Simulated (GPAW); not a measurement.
# Nb (Im-3m) in GPAW: single point with PBE

Aim: the single point of Nb with PBE.

All numbers are computed with GPAW 26.7.0; they aren't measurements. Logs are shortened: lines on timing, memory, paths and dates and some standing lists are left out, and cuts for length are marked. The log counts tension as positive stress, the text compression.

## (1) The structure

The structure is cubic, space group Im-3m (No. 229). The conventional cell has a = 3.328 Å, b = 3.328 Å, c = 3.328 Å, α = 90.00°, β = 90.00°, γ = 90.00°. Nb (site symmetry m-3m) has 8 Nb at 2.88 Å as nearest neighbours.

## (2) Single point, PBE

The input, run.py:

```python
from ase.dft.bandgap import bandgap
from ase.io import read, write
from ase.units import GPa
from gpaw import GPAW, PW

atoms = read('POSCAR')

calc = GPAW(mode=PW(450),
            xc='PBE',
            kpts={'size': (9, 9, 9), 'gamma': True},
            occupations={'name': 'fermi-dirac', 'width': 0.05},
            nbands=15,
            maxiter=120,
            txt='gpaw.txt')
atoms.calc = calc
energy = atoms.get_potential_energy()
forces = atoms.get_forces()
stress = atoms.get_stress()
calc.write('gs.gpw')
write('result.traj', atoms)
print(f'Energy: {energy:.6f} eV')
print('Forces (eV/A):')
print(forces.round(4))
print('Stress (GPa):', (stress / GPa).round(3))
print('Fermi level:', round(calc.get_fermi_level(), 4), 'eV')
print(f'Gap: {bandgap(calc)[0]:.4f} eV, direct: {bandgap(calc, direct=True)[0]:.4f} eV')
```

The input, POSCAR:

```
Nb
1.0
   -1.6639500000      1.6639500000      1.6639500000
    1.6639500000     -1.6639500000      1.6639500000
    1.6639500000      1.6639500000     -1.6639500000
Nb
1
Direct
    0.0000000000      0.0000000000      0.0000000000
```

Potentials or basis: GPAW PAW data sets (gpaw-data 1.2.1), pw.

Command:

```sh
$ OMP_NUM_THREADS=1 python run.py
```

gpaw.txt:

```text
__  _  _
 | _ |_)|_||  |
 |__||  | ||/\| - 26.7.0

Input parameters:
  mode=PW(ecut=450.00000000000006),
  kpts=MonkhorstPack(size=(9, 9, 9), gamma=True),
  maxiter=120,
  nbands=15,
  occupations=Occupations(name='fermi-dirac', width=0.05),
  xc=XC(name='PBE')

Diagonalizing LCAO Hamiltonian
Converting LCAO to pw mode

       Nb

Atoms  # Å, Bohr magnetons
|   | symbol |        x |        y |        z |    initial magnetic moments |
|---|--------|----------|----------|----------|-----------------------------|
| 0 |     Nb | 0.000000 | 0.000000 | 0.000000 | ( 0.0000,  0.0000,  0.0000) |

Unit cell  # Å
| periodic |         x |         y |         z |  lengths |     angles |
|----------|-----------|-----------|-----------|----------|------------|
|      yes | -1.663950 |  1.663950 |  1.663950 | 2.882046 | 109.471221 |
|      yes |  1.663950 | -1.663950 |  1.663950 | 2.882046 | 109.471221 |
|      yes |  1.663950 |  1.663950 | -1.663950 | 2.882046 | 109.471221 |

Number of symmetries: 48
Symmetry operations  # r_c * U_cc + t_c -> r_c
|    | kind |            matrix            |
|----|------|------------------------------|
|  0 |  σ   |  1, 1, 1,  0, 0,-1,  0,-1, 0 |
|  1 |  C4  |  1, 1, 1,  0, 0,-1, -1, 0, 0 |
|  2 |  C2  |  1, 1, 1,  0,-1, 0,  0, 0,-1 |
|  3 |  S6  |  1, 1, 1,  0,-1, 0, -1, 0, 0 |
|  4 |  S6  |  1, 1, 1, -1, 0, 0,  0, 0,-1 |
|  5 |  C4  |  1, 1, 1, -1, 0, 0,  0,-1, 0 |
|  6 |  E   |  1, 0, 0,  0, 1, 0,  0, 0, 1 |
|  7 |  σ   |  1, 0, 0,  0, 1, 0, -1,-1,-1 |
|  8 |  σ   |  1, 0, 0,  0, 0, 1,  0, 1, 0 |
|  9 |  C3  |  1, 0, 0,  0, 0, 1, -1,-1,-1 |
| 10 |  C3  |  1, 0, 0, -1,-1,-1,  0, 1, 0 |
| 11 |  σ   |  1, 0, 0, -1,-1,-1,  0, 0, 1 |
| 12 |  σ   |  0, 1, 0,  1, 0, 0,  0, 0, 1 |
| 13 |  C2  |  0, 1, 0,  1, 0, 0, -1,-1,-1 |
| 14 |  C3  |  0, 1, 0,  0, 0, 1,  1, 0, 0 |
| 15 |  S4  |  0, 1, 0,  0, 0, 1, -1,-1,-1 |
| 16 |  S4  |  0, 1, 0, -1,-1,-1,  1, 0, 0 |
| 17 |  C3  |  0, 1, 0, -1,-1,-1,  0, 0, 1 |
| 18 |  C3  |  0, 0, 1,  1, 0, 0,  0, 1, 0 |
| 19 |  S4  |  0, 0, 1,  1, 0, 0, -1,-1,-1 |
| 20 |  σ   |  0, 0, 1,  0, 1, 0,  1, 0, 0 |
| 21 |  C3  |  0, 0, 1,  0, 1, 0, -1,-1,-1 |
| 22 |  C2  |  0, 0, 1, -1,-1,-1,  1, 0, 0 |
| 23 |  S4  |  0, 0, 1, -1,-1,-1,  0, 1, 0 |
| 24 |  C4  |  0, 0,-1,  1, 1, 1,  0,-1, 0 |
| 25 |  σ   |  0, 0,-1,  1, 1, 1, -1, 0, 0 |
| 26 |  S6  |  0, 0,-1,  0,-1, 0,  1, 1, 1 |
| 27 |  C2  |  0, 0,-1,  0,-1, 0, -1, 0, 0 |
| 28 |  C4  |  0, 0,-1, -1, 0, 0,  1, 1, 1 |
| 29 |  S6  |  0, 0,-1, -1, 0, 0,  0,-1, 0 |
| 30 |  S6  |  0,-1, 0,  1, 1, 1,  0, 0,-1 |
| 31 |  C4  |  0,-1, 0,  1, 1, 1, -1, 0, 0 |
| 32 |  C4  |  0,-1, 0,  0, 0,-1,  1, 1, 1 |
| 33 |  S6  |  0,-1, 0,  0, 0,-1, -1, 0, 0 |
| 34 |  σ   |  0,-1, 0, -1, 0, 0,  1, 1, 1 |
| 35 |  C2  |  0,-1, 0, -1, 0, 0,  0, 0,-1 |
| 36 |  C2  | -1, 0, 0,  1, 1, 1,  0, 0,-1 |
| 37 |  S6  | -1, 0, 0,  1, 1, 1,  0,-1, 0 |
| 38 |  S6  | -1, 0, 0,  0, 0,-1,  1, 1, 1 |
| 39 |  C2  | -1, 0, 0,  0, 0,-1,  0,-1, 0 |
| 40 |  C2  | -1, 0, 0,  0,-1, 0,  1, 1, 1 |
| 41 |  i   | -1, 0, 0,  0,-1, 0,  0, 0,-1 |
| 42 |  S4  | -1,-1,-1,  1, 0, 0,  0, 1, 0 |
| 43 |  C3  | -1,-1,-1,  1, 0, 0,  0, 0, 1 |
| 44 |  C3  | -1,-1,-1,  0, 1, 0,  1, 0, 0 |
| 45 |  σ   | -1,-1,-1,  0, 1, 0,  0, 0, 1 |
| 46 |  S4  | -1,-1,-1,  0, 0, 1,  1, 0, 0 |
| 47 |  C2  | -1,-1,-1,  0, 0, 1,  0, 1, 0 |

BZ-sampling:
  Number of BZ points: 729
  Number of IBZ points: 35

  Monkhorst-Pack size: [9, 9, 9]
  Monkhorst-Pack shift: [0, 0, 0]

K-points  # in reciprocal-cell coordinates
|     |                                coordinates |     weight |
|-----|--------------------------------------------|------------|
|   0 | (  0.00000000,   0.00000000,   0.00000000) | 0.00137174 |
|   1 | (  0.11111111,   0.00000000,   0.00000000) | 0.01646091 |
|   2 | (  0.11111111,   0.11111111,  -0.11111111) | 0.00823045 |
|   3 | (  0.22222222,   0.00000000,  -0.11111111) | 0.03292181 |
|   4 | (  0.22222222,   0.00000000,   0.00000000) | 0.01646091 |
|   5 | (  0.22222222,   0.11111111,  -0.11111111) | 0.03292181 |
|   6 | (  0.22222222,   0.22222222,  -0.22222222) | 0.00823045 |
|   7 | (  0.33333333,  -0.11111111,  -0.11111111) | 0.01097394 |
|   8 | (  0.33333333,   0.00000000,  -0.11111111) | 0.06584362 |
|   9 | (  0.33333333,   0.00000000,   0.00000000) | 0.01646091 |
| ... |                                            |            |
|  34 | (  0.44444444,   0.44444444,   0.44444444) | 0.01097394 |

Plane wave coefficients: 414
Cutoff: 450.00000000000006 eV

Spin-components: 1 (collinear spins)
Bands:           15
Projectors:      6
Spin-degeneracy: 2
Datatype:        complex128

Parallelization:
  kpt:    1
  domain: 1
  band:   1

Density:
  Valence electrons: 13.0
  Components: 1
  Grid points: [15 15 15]
  Charge: 0.0  # |e|

Potential:
  Grid points: [15 15 15]

species:
  Nb:
    name:    Niobium
    Z:       41.0
    valence: 13
    core:    28
    charge:  0.0  # [|e|]
    compensation charges:
      type: gauss
      rc: 0.40  # [Å]
      lmax: 2
    cutoffs:
      filter: 2.35  # [Å]
      core: 1.51  # [Å]
    projectors
    | kind |    occ | energy [eV] | rcut [Å] |
    |------|--------|-------------|----------|
    |   4s |  2.000 |     -58.361 |    1.323 |
    |   5s |  1.000 |      -3.980 |    1.323 |
    |   4p |  6.000 |     -34.526 |    1.323 |
    |   5p |  0.000 |      -1.111 |    1.323 |
    |   4d |  4.000 |      -3.041 |    1.244 |
    |    d |        |      24.171 |    1.244 |

    Using partial waves for Nb as LCAO basis

Reference energy: -103906.147789  # eV

eigensolver:
  PPCG
  Converge bands: occupied
  niter=2

density mixing:
  MSR1-Mixer
  Pratt-step length: 0.05
  Maximum mixing coefficient: 0.75
  Old densities: 10
  SVD Regularization: 0.005
  Good broyden scale: 1.0
  Trust region scale: 1.0
  Backstep threshold: 4.0
  History deletion threshold: 6.0
  Fourier metric: weight=20.0, sigma=0.015

occupation numbers:
  Fermi-Dirac:
    width: 0.0500  # eV

poisson solver:
  ecut: 3600.0000000000005  # eV

xc functional:
  name: PBE with 2 nearest neighbor stencil

convergence criteria:
- Maximum [total energy] change in last 3 cyles: 0.0005 eV / valence electron
- Maximum integral of absolute [dens]ity change: 0.0001 electrons / valence electron
- Maximum integral of absolute [eigenst]ate change: 4e-08 eV^2 / valence electron
maximum number of iterations: 120

SCF iterations
|iter     | |      energy | eigst |  dens |
|---------|-|-------------|-------|-------|
|iter:   1| |  -10.967259 | -0.05 |       |
|iter:   2| |  -10.862594 | -2.67 | -1.02 |
|iter:   3| |  -10.354610 | -1.54 | -1.06 |
|iter:   4| |  -10.353235 | -3.07 | -1.78 |
|iter:   5| |  -10.353814c| -4.17 | -2.15 |
|iter:   6| |  -10.353817c| -6.00 | -3.44 |
|iter:   7| |  -10.353818c| -7.16 | -3.91 |
|iter:   8| |  -10.353818c| -8.46c| -5.20c|

Converged in 8 steps
Energy contributions relative to reference atoms: (reference = -103906.147789)

Energy contributions:
  Kinetic:          -2.623493
  Coulomb:          -2.244634
  Zero:             -0.030609
  External:          0.000000
  Xc:               -5.449012
  Entropy:          -0.012139
  Spinorbit:         0.000000
  ----------------------------
  Free energy:     -10.359888
  Extrapolated:    -10.353818

dipole moment: (-6.089560, -6.089560, -6.089560)  # |e|*Ang

Fermi level: 11.023
Eigenvalues  # (at kpt = [0.000, 0.000, 0.000])
| band index |      eig [eV] | occ [0-2] |
|------------|---------------|-----------|
|          0 |       -43.370 |     2.000 |
|          1 |       -18.769 |     2.000 |
|          2 |       -18.769 |     2.000 |
|          3 |       -18.769 |     2.000 |
|          4 |         5.164 |     2.000 |
|          5 |        11.398 |     0.001 |
|          6 |        11.398 |     0.001 |
|          7 |        11.398 |     0.001 |
|          8 |        14.216 |     0.000 |
|          9 |        14.216 |     0.000 |
|         10 |        25.376 |     0.000 |
|         11 |        25.376 |     0.000 |
|         12 |        25.376 |     0.000 |
|        ... |               |           |
|         14 |        35.601 |     0.000 |

No gap
No difference between direct/indirect transitions

Forces  # eV/Ang
|        x |        y |        z |
|----------|----------|----------|
| -0.00000 | -0.00000 | -0.00000 |  # Nb   0

Stress tensor  # eV/Ang^3
|        x |         y |         z |
|----------|-----------|-----------|
| 0.023820 |  0.000000 |  0.000000 |
| 0.000000 |  0.023820 | -0.000000 |
| 0.000000 | -0.000000 |  0.023820 |

# Writing to gs.gpw (mode='')
```

It took 4.3 s on 1 thread of Arm Neoverse V2, shared host; peak memory 0.12 GiB.

What came out:

| Quantity | Value |
| --- | --- |
| Free energy | -10.3599 eV |
| Pressure | -3.8 GPa |
| Band gap on the k mesh | none (metal or under the smearing width) |

Caveat: the cutoff is short for stress and forces, so pressures can be off by a GPa or more.
